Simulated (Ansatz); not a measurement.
The system is Ni.

```
Ni
1.0
    -1.38372    1.38372    1.38372
     1.38372   -1.38372    1.38372
     1.38372    1.38372   -1.38372
Ni
1
Cartesian
  0.0000 0.0000 0.0000
```

This isn't the form of Ni at room conditions, which is fcc.

| Item | Value |
| --- | --- |
| Program | Ansatz 0.2.0 |
| Task | single point |
| Functional | PBEsol |
| Potentials or basis | all-electron LAPW, scalar-relativistic |
| Cutoff | 339 eV (chosen from the basis error) |
| Basis error allowed | 0.001 eV/atom |
| k mesh | 13 × 13 × 13 |
| Occupations | fermi-dirac, width 0.05 eV |
| Spin | collinear spin, ferromagnetic start |
| Starting moments | [1.0] μB |

On this cell: pressure -2.4 GPa; net moment 0.59 μB per cell; site moments Ni +0.61 μB; band gap on the k mesh none (metal or under the smearing width).

The same run follows on a disturbed copy (cell strained at random at fixed volume):

```
Ni
1.0
    -1.38853    1.36313    1.43177
     1.33108   -1.36244    1.37363
     1.41530    1.38921   -1.43108
Ni
1
Direct
  0.97925 0.97687 0.98052
```

**Question.** What changes?

**Answer.** The energy (extrapolated to zero smearing) moves by +10.4 meV/atom; pressure -2.0 GPa; net moment 0.58 μB per cell; site moments Ni +0.61 μB; band gap on the k mesh none (metal or under the smearing width).

Stress tensor (GPa, compression positive):
```
-3.02 -3.00  6.87
-3.00 -2.25 -0.43
 6.87 -0.43 -0.80
```
